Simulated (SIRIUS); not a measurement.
# Au (Im-3m) in SIRIUS: notebook, part 2 of 3

SIRIUS 7.12.0.

## Step 4: Equation of state, PBEsol, 17.84 Å³/atom (volume scaled by 0.98)

Input file sirius.json:

```json
{
  "control": {
    "processing_unit": "cpu",
    "std_evp_solver_name": "lapack",
    "gen_evp_solver_name": "lapack",
    "verbosity": 2,
    "print_forces": false,
    "ortho_rf": true,
    "use_second_variation": true,
    "rmt_max": 3.0,
    "num_bands_to_print": 24,
    "save_wf": true
  },
  "parameters": {
    "electronic_structure_method": "full_potential_lapwlo",
    "xc_functionals": ["XC_GGA_X_PBE_SOL", "XC_GGA_C_PBE_SOL"],
    "core_relativity": "dirac",
    "valence_relativity": "iora",
    "num_fv_states": 25,
    "smearing": "fermi_dirac",
    "smearing_width": 0.0018374661,
    "pw_cutoff": 20,
    "gk_cutoff": 3.52,
    "lmax_apw": 11,
    "lmax_rho": 8,
    "lmax_pot": 8,
    "num_mag_dims": 0,
    "auto_rmt": 0,
    "ngridk": [11, 11, 11],
    "shiftk": [0, 0, 0],
    "num_dft_iter": 80,
    "energy_tol": 1e-07,
    "density_tol": 1e-05,
    "use_symmetry": true
  },
  "settings": {"tol_ne": 1e-10},
  "iterative_solver": {"type": "exact"},
  "mixer": {"type": "anderson", "beta": 0.5, "max_history": 8},
  "unit_cell": {
    "lattice_vectors": [
      [-3.1107652034, 3.1107652034, 3.1107652034],
      [3.1107652034, -3.1107652034, 3.1107652034],
      [3.1107652034, 3.1107652034, -3.1107652034]
    ],
    "atom_types": ["Au"],
    "atom_files": {"Au": "Au.json"},
    "atoms": {"Au": [[0.0, 0.0, 0.0]]}
  }
}
```

Input file Au.json:

```json
{
  "name": "gold",
  "symbol": "Au",
  "number": 79,
  "mass": 196.966569,
  "rmin": 1e-06,
  "rmt": 2.61,
  "nrmt": 800,
  "rinf": 13.44,
  "core": "1s2s2p3s3p3d4s4p4d",
  "valence": [
    {"basis": [{"enu": 0.09, "dme": 0, "n": 0, "auto": 0}, {"enu": 0.09, "dme": 1, "n": 0, "auto": 0}]},
    {"l": 0, "n": 1, "basis": [{"enu": 0.19, "dme": 0, "n": 0, "auto": 0}]},
    {"l": 1, "n": 2, "basis": [{"enu": 0.19, "dme": 0, "n": 0, "auto": 0}]},
    {"l": 2, "n": 3, "basis": [{"enu": 0.19, "dme": 0, "n": 0, "auto": 0}]},
    {"l": 3, "n": 4, "basis": [{"enu": 0.19, "dme": 0, "n": 0, "auto": 0}]},
    {"l": 4, "n": 5, "basis": [{"enu": 0.19, "dme": 0, "n": 0, "auto": 0}]}
  ],
  "lo": [
    {"l": 0, "basis": [{"enu": 0.19, "dme": 0, "n": 0, "auto": 0}, {"enu": 0.19, "dme": 1, "n": 0, "auto": 0}]},
    {
      "l": 0,
      "basis": [{"enu": -3.5644, "dme": 0, "n": 5, "auto": 1}, {"enu": -3.5644, "dme": 1, "n": 5, "auto": 1}]
    },
    {
      "l": 0,
      "basis": [{"enu": -3.5644, "dme": 1, "n": 5, "auto": 1}, {"enu": 0.19, "dme": 0, "n": 0, "auto": 0}]
    },
    {"l": 0, "basis": [{"enu": 0.19, "dme": 0, "n": 0, "auto": 0}, {"enu": 2.5388, "dme": 0, "n": 0, "auto": 0}]},
    {"l": 1, "basis": [{"enu": 0.19, "dme": 0, "n": 0, "auto": 0}, {"enu": 0.19, "dme": 1, "n": 0, "auto": 0}]},
    {
      "l": 1,
      "basis": [{"enu": -1.7879, "dme": 0, "n": 5, "auto": 1}, {"enu": -1.7879, "dme": 1, "n": 5, "auto": 1}]
    },
    {
      "l": 1,
      "basis": [{"enu": -1.7879, "dme": 1, "n": 5, "auto": 1}, {"enu": 0.19, "dme": 0, "n": 0, "auto": 0}]
    },
    {"l": 1, "basis": [{"enu": 0.19, "dme": 0, "n": 0, "auto": 0}, {"enu": 2.8911, "dme": 0, "n": 0, "auto": 0}]},
    {"l": 2, "basis": [{"enu": 0.19, "dme": 0, "n": 0, "auto": 0}, {"enu": 0.19, "dme": 1, "n": 0, "auto": 0}]},
    {"l": 2, "basis": [{"enu": 0.19, "dme": 1, "n": 0, "auto": 0}, {"enu": 0.19, "dme": 2, "n": 0, "auto": 0}]},
    {"l": 2, "basis": [{"enu": 0.19, "dme": 0, "n": 0, "auto": 0}, {"enu": 2.48, "dme": 0, "n": 0, "auto": 0}]},
    {"l": 3, "basis": [{"enu": 0.19, "dme": 0, "n": 0, "auto": 0}, {"enu": 0.19, "dme": 1, "n": 0, "auto": 0}]},
    {
      "l": 3,
      "basis": [{"enu": -2.5991, "dme": 0, "n": 4, "auto": 1}, {"enu": -2.5991, "dme": 1, "n": 4, "auto": 1}]
    },
    {
      "l": 3,
      "basis": [{"enu": -2.5991, "dme": 1, "n": 4, "auto": 1}, {"enu": 0.19, "dme": 0, "n": 0, "auto": 0}]
    },
    {"l": 3, "basis": [{"enu": 0.19, "dme": 0, "n": 0, "auto": 0}, {"enu": 3.5957, "dme": 0, "n": 0, "auto": 0}]},
    {"l": 4, "basis": [{"enu": 0.19, "dme": 0, "n": 0, "auto": 0}, {"enu": 0.19, "dme": 1, "n": 0, "auto": 0}]},
    {"l": 4, "basis": [{"enu": 0.19, "dme": 0, "n": 0, "auto": 0}, {"enu": 3.0085, "dme": 0, "n": 0, "auto": 0}]}
  ],
  "free_atom": [... radial grid and density of the free atom, the start of the SCF ...]
}
```

Input file sirius_start.json:

```json
{
  "control": {
    "processing_unit": "cpu",
    "std_evp_solver_name": "lapack",
    "gen_evp_solver_name": "lapack",
    "verbosity": 1,
    "print_forces": false,
    "ortho_rf": true,
    "use_second_variation": true,
    "rmt_max": 3.0,
    "num_bands_to_print": 24,
    "save_wf": false
  },
  "parameters": {
    "electronic_structure_method": "full_potential_lapwlo",
    "xc_functionals": ["XC_LDA_X", "XC_LDA_C_PW"],
    "core_relativity": "dirac",
    "valence_relativity": "iora",
    "num_fv_states": 25,
    "smearing": "fermi_dirac",
    "smearing_width": 0.0055123983,
    "pw_cutoff": 20,
    "gk_cutoff": 2.82,
    "lmax_apw": 11,
    "lmax_rho": 8,
    "lmax_pot": 8,
    "num_mag_dims": 0,
    "auto_rmt": 0,
    "ngridk": [4, 4, 4],
    "shiftk": [0, 0, 0],
    "num_dft_iter": 30,
    "energy_tol": 0.01,
    "density_tol": 0.05,
    "use_symmetry": true
  },
  "settings": {"tol_ne": 1e-10},
  "iterative_solver": {"type": "exact"},
  "mixer": {"type": "anderson", "beta": 0.5, "max_history": 8},
  "unit_cell": {
    "lattice_vectors": [
      [-3.1107652034, 3.1107652034, 3.1107652034],
      [3.1107652034, -3.1107652034, 3.1107652034],
      [3.1107652034, 3.1107652034, -3.1107652034]
    ],
    "atom_types": ["Au"],
    "atom_files": {"Au": "Au.json"},
    "atoms": {"Au": [[0.0, 0.0, 0.0]]}
  }
}
```

Launch:

```sh
> OMP_NUM_THREADS=1 sirius.scf --input=sirius_start.json --output=start.json
> OMP_NUM_THREADS=1 sirius.scf --input=sirius.json --output=output.json --task=1
```

It took 46 s on 1 thread of Arm Neoverse V1, shared host; peak memory 0.34 GiB.

Results (log left out):

| Property | Result |
| --- | --- |
| Free energy | -518177.0958 eV |
| Band gap on the k mesh | none (metal or under the smearing width) |
| All electrons inside the program's atomic spheres | Au 77.73 (radii Au 2.61 bohr) |

## Step 5: Equation of state, PBEsol, 18.21 Å³/atom

Changes to sirius.json since step 4:

```diff
@@ -40,5 +40,5 @@
     "lattice_vectors": [
-      [-3.1107652034, 3.1107652034, 3.1107652034],
-      [3.1107652034, -3.1107652034, 3.1107652034],
-      [3.1107652034, 3.1107652034, -3.1107652034]
+      [-3.1317845248, 3.1317845248, 3.1317845248],
+      [3.1317845248, -3.1317845248, 3.1317845248],
+      [3.1317845248, 3.1317845248, -3.1317845248]
     ],
```

Input file Au.json:

```json
{
  "name": "gold",
  "symbol": "Au",
  "number": 79,
  "mass": 196.966569,
  "rmin": 1e-06,
  "rmt": 2.61,
  "nrmt": 800,
  "rinf": 13.44,
  "core": "1s2s2p3s3p3d4s4p4d",
  "valence": [
    {"basis": [{"enu": 0.08, "dme": 0, "n": 0, "auto": 0}, {"enu": 0.08, "dme": 1, "n": 0, "auto": 0}]},
    {"l": 0, "n": 1, "basis": [{"enu": 0.18, "dme": 0, "n": 0, "auto": 0}]},
    {"l": 1, "n": 2, "basis": [{"enu": 0.18, "dme": 0, "n": 0, "auto": 0}]},
    {"l": 2, "n": 3, "basis": [{"enu": 0.18, "dme": 0, "n": 0, "auto": 0}]},
    {"l": 3, "n": 4, "basis": [{"enu": 0.18, "dme": 0, "n": 0, "auto": 0}]},
    {"l": 4, "n": 5, "basis": [{"enu": 0.18, "dme": 0, "n": 0, "auto": 0}]}
  ],
  "lo": [
    {"l": 0, "basis": [{"enu": 0.18, "dme": 0, "n": 0, "auto": 0}, {"enu": 0.18, "dme": 1, "n": 0, "auto": 0}]},
    {
      "l": 0,
      "basis": [{"enu": -3.5744, "dme": 0, "n": 5, "auto": 1}, {"enu": -3.5744, "dme": 1, "n": 5, "auto": 1}]
    },
    {
      "l": 0,
      "basis": [{"enu": -3.5744, "dme": 1, "n": 5, "auto": 1}, {"enu": 0.18, "dme": 0, "n": 0, "auto": 0}]
    },
    {"l": 0, "basis": [{"enu": 0.18, "dme": 0, "n": 0, "auto": 0}, {"enu": 2.5288, "dme": 0, "n": 0, "auto": 0}]},
    {"l": 1, "basis": [{"enu": 0.18, "dme": 0, "n": 0, "auto": 0}, {"enu": 0.18, "dme": 1, "n": 0, "auto": 0}]},
    {
      "l": 1,
      "basis": [{"enu": -1.7979, "dme": 0, "n": 5, "auto": 1}, {"enu": -1.7979, "dme": 1, "n": 5, "auto": 1}]
    },
    {
      "l": 1,
      "basis": [{"enu": -1.7979, "dme": 1, "n": 5, "auto": 1}, {"enu": 0.18, "dme": 0, "n": 0, "auto": 0}]
    },
    {"l": 1, "basis": [{"enu": 0.18, "dme": 0, "n": 0, "auto": 0}, {"enu": 2.8811, "dme": 0, "n": 0, "auto": 0}]},
    {"l": 2, "basis": [{"enu": 0.18, "dme": 0, "n": 0, "auto": 0}, {"enu": 0.18, "dme": 1, "n": 0, "auto": 0}]},
    {"l": 2, "basis": [{"enu": 0.18, "dme": 1, "n": 0, "auto": 0}, {"enu": 0.18, "dme": 2, "n": 0, "auto": 0}]},
    {"l": 2, "basis": [{"enu": 0.18, "dme": 0, "n": 0, "auto": 0}, {"enu": 2.47, "dme": 0, "n": 0, "auto": 0}]},
    {"l": 3, "basis": [{"enu": 0.18, "dme": 0, "n": 0, "auto": 0}, {"enu": 0.18, "dme": 1, "n": 0, "auto": 0}]},
    {
      "l": 3,
      "basis": [{"enu": -2.6091, "dme": 0, "n": 4, "auto": 1}, {"enu": -2.6091, "dme": 1, "n": 4, "auto": 1}]
    },
    {
      "l": 3,
      "basis": [{"enu": -2.6091, "dme": 1, "n": 4, "auto": 1}, {"enu": 0.18, "dme": 0, "n": 0, "auto": 0}]
    },
    {"l": 3, "basis": [{"enu": 0.18, "dme": 0, "n": 0, "auto": 0}, {"enu": 3.5857, "dme": 0, "n": 0, "auto": 0}]},
    {"l": 4, "basis": [{"enu": 0.18, "dme": 0, "n": 0, "auto": 0}, {"enu": 0.18, "dme": 1, "n": 0, "auto": 0}]},
    {"l": 4, "basis": [{"enu": 0.18, "dme": 0, "n": 0, "auto": 0}, {"enu": 2.9985, "dme": 0, "n": 0, "auto": 0}]}
  ],
  "free_atom": [... radial grid and density of the free atom, the start of the SCF ...]
}
```

Changes to sirius_start.json since step 4:

```diff
@@ -40,5 +40,5 @@
     "lattice_vectors": [
-      [-3.1107652034, 3.1107652034, 3.1107652034],
-      [3.1107652034, -3.1107652034, 3.1107652034],
-      [3.1107652034, 3.1107652034, -3.1107652034]
+      [-3.1317845248, 3.1317845248, 3.1317845248],
+      [3.1317845248, -3.1317845248, 3.1317845248],
+      [3.1317845248, 3.1317845248, -3.1317845248]
     ],
```

Launch:

```sh
> OMP_NUM_THREADS=1 sirius.scf --input=sirius_start.json --output=start.json
> OMP_NUM_THREADS=1 sirius.scf --input=sirius.json --output=output.json --task=1
```

Run time: 46 s. Hardware: 1 thread of Arm Neoverse V1, shared host; peak memory 0.35 GiB.

The run converged. Its results:

```
Free energy                                       : -518177.0779 eV
Band gap on the k mesh                            : none (metal or under the smearing width)
All electrons inside the program's atomic spheres : Au 77.70 (radii Au 2.61 bohr)
```

## Step 6: Equation of state, PBEsol, 18.57 Å³/atom (volume scaled by 1.02)

Changes to sirius.json since step 5:

```diff
@@ -40,5 +40,5 @@
     "lattice_vectors": [
-      [-3.1317845248, 3.1317845248, 3.1317845248],
-      [3.1317845248, -3.1317845248, 3.1317845248],
-      [3.1317845248, 3.1317845248, -3.1317845248]
+      [-3.1525254241, 3.1525254241, 3.1525254241],
+      [3.1525254241, -3.1525254241, 3.1525254241],
+      [3.1525254241, 3.1525254241, -3.1525254241]
     ],
```

Input file Au.json:

```json
{
  "name": "gold",
  "symbol": "Au",
  "number": 79,
  "mass": 196.966569,
  "rmin": 1e-06,
  "rmt": 2.61,
  "nrmt": 800,
  "rinf": 13.44,
  "core": "1s2s2p3s3p3d4s4p4d",
  "valence": [
    {"basis": [{"enu": 0.07, "dme": 0, "n": 0, "auto": 0}, {"enu": 0.07, "dme": 1, "n": 0, "auto": 0}]},
    {"l": 0, "n": 1, "basis": [{"enu": 0.17, "dme": 0, "n": 0, "auto": 0}]},
    {"l": 1, "n": 2, "basis": [{"enu": 0.17, "dme": 0, "n": 0, "auto": 0}]},
    {"l": 2, "n": 3, "basis": [{"enu": 0.17, "dme": 0, "n": 0, "auto": 0}]},
    {"l": 3, "n": 4, "basis": [{"enu": 0.17, "dme": 0, "n": 0, "auto": 0}]},
    {"l": 4, "n": 5, "basis": [{"enu": 0.17, "dme": 0, "n": 0, "auto": 0}]}
  ],
  "lo": [
    {"l": 0, "basis": [{"enu": 0.17, "dme": 0, "n": 0, "auto": 0}, {"enu": 0.17, "dme": 1, "n": 0, "auto": 0}]},
    {
      "l": 0,
      "basis": [{"enu": -3.5844, "dme": 0, "n": 5, "auto": 1}, {"enu": -3.5844, "dme": 1, "n": 5, "auto": 1}]
    },
    {
      "l": 0,
      "basis": [{"enu": -3.5844, "dme": 1, "n": 5, "auto": 1}, {"enu": 0.17, "dme": 0, "n": 0, "auto": 0}]
    },
    {"l": 0, "basis": [{"enu": 0.17, "dme": 0, "n": 0, "auto": 0}, {"enu": 2.5188, "dme": 0, "n": 0, "auto": 0}]},
    {"l": 1, "basis": [{"enu": 0.17, "dme": 0, "n": 0, "auto": 0}, {"enu": 0.17, "dme": 1, "n": 0, "auto": 0}]},
    {
      "l": 1,
      "basis": [{"enu": -1.8079, "dme": 0, "n": 5, "auto": 1}, {"enu": -1.8079, "dme": 1, "n": 5, "auto": 1}]
    },
    {
      "l": 1,
      "basis": [{"enu": -1.8079, "dme": 1, "n": 5, "auto": 1}, {"enu": 0.17, "dme": 0, "n": 0, "auto": 0}]
    },
    {"l": 1, "basis": [{"enu": 0.17, "dme": 0, "n": 0, "auto": 0}, {"enu": 2.8711, "dme": 0, "n": 0, "auto": 0}]},
    {"l": 2, "basis": [{"enu": 0.17, "dme": 0, "n": 0, "auto": 0}, {"enu": 0.17, "dme": 1, "n": 0, "auto": 0}]},
    {"l": 2, "basis": [{"enu": 0.17, "dme": 1, "n": 0, "auto": 0}, {"enu": 0.17, "dme": 2, "n": 0, "auto": 0}]},
    {"l": 2, "basis": [{"enu": 0.17, "dme": 0, "n": 0, "auto": 0}, {"enu": 2.46, "dme": 0, "n": 0, "auto": 0}]},
    {"l": 3, "basis": [{"enu": 0.17, "dme": 0, "n": 0, "auto": 0}, {"enu": 0.17, "dme": 1, "n": 0, "auto": 0}]},
    {
      "l": 3,
      "basis": [{"enu": -2.6191, "dme": 0, "n": 4, "auto": 1}, {"enu": -2.6191, "dme": 1, "n": 4, "auto": 1}]
    },
    {
      "l": 3,
      "basis": [{"enu": -2.6191, "dme": 1, "n": 4, "auto": 1}, {"enu": 0.17, "dme": 0, "n": 0, "auto": 0}]
    },
    {"l": 3, "basis": [{"enu": 0.17, "dme": 0, "n": 0, "auto": 0}, {"enu": 3.5757, "dme": 0, "n": 0, "auto": 0}]},
    {"l": 4, "basis": [{"enu": 0.17, "dme": 0, "n": 0, "auto": 0}, {"enu": 0.17, "dme": 1, "n": 0, "auto": 0}]},
    {"l": 4, "basis": [{"enu": 0.17, "dme": 0, "n": 0, "auto": 0}, {"enu": 2.9885, "dme": 0, "n": 0, "auto": 0}]}
  ],
  "free_atom": [... radial grid and density of the free atom, the start of the SCF ...]
}
```

Changes to sirius_start.json since step 5:

```diff
@@ -40,5 +40,5 @@
     "lattice_vectors": [
-      [-3.1317845248, 3.1317845248, 3.1317845248],
-      [3.1317845248, -3.1317845248, 3.1317845248],
-      [3.1317845248, 3.1317845248, -3.1317845248]
+      [-3.1525254241, 3.1525254241, 3.1525254241],
+      [3.1525254241, -3.1525254241, 3.1525254241],
+      [3.1525254241, 3.1525254241, -3.1525254241]
     ],
```

Potentials or basis: all-electron FP-LAPW, apw+lo standard.

Launch:

```sh
> OMP_NUM_THREADS=1 sirius.scf --input=sirius_start.json --output=start.json
> OMP_NUM_THREADS=1 sirius.scf --input=sirius.json --output=output.json --task=1
```

Run time: 46 s. Hardware: 1 thread of Arm Neoverse V1, shared host; peak memory 0.35 GiB.

It converged, with:

```yaml
Free_energy: -518177.0551 eV
Band_gap_on_the_k_mesh: none (metal or under the smearing width)
All_electrons_inside_the_program's_atomic_spheres: Au 77.67 (radii Au 2.61 bohr)
```

## Step 7: Equation of state, PBEsol, 18.94 Å³/atom (volume scaled by 1.04)

Changes to sirius.json since step 6:

```diff
@@ -40,5 +40,5 @@
     "lattice_vectors": [
-      [-3.1525254241, 3.1525254241, 3.1525254241],
-      [3.1525254241, -3.1525254241, 3.1525254241],
-      [3.1525254241, 3.1525254241, -3.1525254241]
+      [-3.1729969421, 3.1729969421, 3.1729969421],
+      [3.1729969421, -3.1729969421, 3.1729969421],
+      [3.1729969421, 3.1729969421, -3.1729969421]
     ],
```

Input file Au.json:

```json
{
  "name": "gold",
  "symbol": "Au",
  "number": 79,
  "mass": 196.966569,
  "rmin": 1e-06,
  "rmt": 2.61,
  "nrmt": 800,
  "rinf": 13.44,
  "core": "1s2s2p3s3p3d4s4p4d",
  "valence": [
    {"basis": [{"enu": 0.06, "dme": 0, "n": 0, "auto": 0}, {"enu": 0.06, "dme": 1, "n": 0, "auto": 0}]},
    {"l": 0, "n": 1, "basis": [{"enu": 0.16, "dme": 0, "n": 0, "auto": 0}]},
    {"l": 1, "n": 2, "basis": [{"enu": 0.16, "dme": 0, "n": 0, "auto": 0}]},
    {"l": 2, "n": 3, "basis": [{"enu": 0.16, "dme": 0, "n": 0, "auto": 0}]},
    {"l": 3, "n": 4, "basis": [{"enu": 0.16, "dme": 0, "n": 0, "auto": 0}]},
    {"l": 4, "n": 5, "basis": [{"enu": 0.16, "dme": 0, "n": 0, "auto": 0}]}
  ],
  "lo": [
    {"l": 0, "basis": [{"enu": 0.16, "dme": 0, "n": 0, "auto": 0}, {"enu": 0.16, "dme": 1, "n": 0, "auto": 0}]},
    {
      "l": 0,
      "basis": [{"enu": -3.5944, "dme": 0, "n": 5, "auto": 1}, {"enu": -3.5944, "dme": 1, "n": 5, "auto": 1}]
    },
    {
      "l": 0,
      "basis": [{"enu": -3.5944, "dme": 1, "n": 5, "auto": 1}, {"enu": 0.16, "dme": 0, "n": 0, "auto": 0}]
    },
    {"l": 0, "basis": [{"enu": 0.16, "dme": 0, "n": 0, "auto": 0}, {"enu": 2.5088, "dme": 0, "n": 0, "auto": 0}]},
    {"l": 1, "basis": [{"enu": 0.16, "dme": 0, "n": 0, "auto": 0}, {"enu": 0.16, "dme": 1, "n": 0, "auto": 0}]},
    {
      "l": 1,
      "basis": [{"enu": -1.8179, "dme": 0, "n": 5, "auto": 1}, {"enu": -1.8179, "dme": 1, "n": 5, "auto": 1}]
    },
    {
      "l": 1,
      "basis": [{"enu": -1.8179, "dme": 1, "n": 5, "auto": 1}, {"enu": 0.16, "dme": 0, "n": 0, "auto": 0}]
    },
    {"l": 1, "basis": [{"enu": 0.16, "dme": 0, "n": 0, "auto": 0}, {"enu": 2.8611, "dme": 0, "n": 0, "auto": 0}]},
    {"l": 2, "basis": [{"enu": 0.16, "dme": 0, "n": 0, "auto": 0}, {"enu": 0.16, "dme": 1, "n": 0, "auto": 0}]},
    {"l": 2, "basis": [{"enu": 0.16, "dme": 1, "n": 0, "auto": 0}, {"enu": 0.16, "dme": 2, "n": 0, "auto": 0}]},
    {"l": 2, "basis": [{"enu": 0.16, "dme": 0, "n": 0, "auto": 0}, {"enu": 2.45, "dme": 0, "n": 0, "auto": 0}]},
    {"l": 3, "basis": [{"enu": 0.16, "dme": 0, "n": 0, "auto": 0}, {"enu": 0.16, "dme": 1, "n": 0, "auto": 0}]},
    {
      "l": 3,
      "basis": [{"enu": -2.6291, "dme": 0, "n": 4, "auto": 1}, {"enu": -2.6291, "dme": 1, "n": 4, "auto": 1}]
    },
    {
      "l": 3,
      "basis": [{"enu": -2.6291, "dme": 1, "n": 4, "auto": 1}, {"enu": 0.16, "dme": 0, "n": 0, "auto": 0}]
    },
    {"l": 3, "basis": [{"enu": 0.16, "dme": 0, "n": 0, "auto": 0}, {"enu": 3.5657, "dme": 0, "n": 0, "auto": 0}]},
    {"l": 4, "basis": [{"enu": 0.16, "dme": 0, "n": 0, "auto": 0}, {"enu": 0.16, "dme": 1, "n": 0, "auto": 0}]},
    {"l": 4, "basis": [{"enu": 0.16, "dme": 0, "n": 0, "auto": 0}, {"enu": 2.9785, "dme": 0, "n": 0, "auto": 0}]}
  ],
  "free_atom": [... radial grid and density of the free atom, the start of the SCF ...]
}
```

Changes to sirius_start.json since step 6:

```diff
@@ -40,5 +40,5 @@
     "lattice_vectors": [
-      [-3.1525254241, 3.1525254241, 3.1525254241],
-      [3.1525254241, -3.1525254241, 3.1525254241],
-      [3.1525254241, 3.1525254241, -3.1525254241]
+      [-3.1729969421, 3.1729969421, 3.1729969421],
+      [3.1729969421, -3.1729969421, 3.1729969421],
+      [3.1729969421, 3.1729969421, -3.1729969421]
     ],
```

Launch:

```sh
> OMP_NUM_THREADS=1 sirius.scf --input=sirius_start.json --output=start.json
> OMP_NUM_THREADS=1 sirius.scf --input=sirius.json --output=output.json --task=1
```

It took 46 s on 1 thread of Arm Neoverse V1, shared host; peak memory 0.35 GiB.

It converged, with:

* Free energy: -518177.0278 eV
* Band gap on the k mesh: none (metal or under the smearing width)
* All electrons inside the program's atomic spheres: Au 77.65 (radii Au 2.61 bohr)

(Continued in part 3 of 3.)
